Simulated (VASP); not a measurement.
**CsH: single point with PBE**

Crystal: CsH.

```xyz
4
Lattice="5.3394 0.0000 0.0000 -2.6697 4.6240 0.0000 0.0000 0.0000 6.3516" Properties=species:S:1:pos:R:3 pbc="T T T"
Cs    0.0000    3.0827    1.5879
Cs    2.6697    1.5413    4.7637
H     2.6697    1.5413    1.5879
H     0.0000    3.0827    4.7637
```

The cell was built by a generator and needn't be a form met in nature.

* Program: VASP 6.6.1
* Task: single point
* Functional: PBE
* Potentials or basis: VASP PAW PBE potentials, release 64 (Cs_sv, H)
* Cutoff: 520 eV
* k mesh: 6 × 6 × 4
* Occupations: gaussian, width 0.01 eV
* Spin: non-collinear spin, zero start, spin-orbit coupling
* Starting moments: [[0.0, 0.0, 0.0], [0.0, 0.0, 0.0], [0.0, 0.0, 0.0], [0.0, 0.0, 0.0]] μB
* Dipole correction: no
* Further INCAR settings: ALGO = Fast; EDIFF = 1e-06; NBANDS = 34

```yaml
Pressure: 0.1 GPa
Net_moment: 0.00 μB per cell
Valence_electrons_inside_the_program's_atomic_spheres: Cs 6.57; H 0.49
```

Stress tensor (GPa, compression positive):
```
0.04 0.00 0.00
0.00 0.04 0.00
0.00 0.00 0.17
```

Moments on the atoms (μB; x, y, z):
```
Cs  0.00 0.00 0.00
Cs  0.00 0.00 0.00
H   0.00 0.00 0.00
H   0.00 0.00 0.00
```

It took 3 min on 1 thread of Intel(R) Xeon(R) 6975P-C (Granite Rapids) (shared host), peak memory 0.64 GiB.
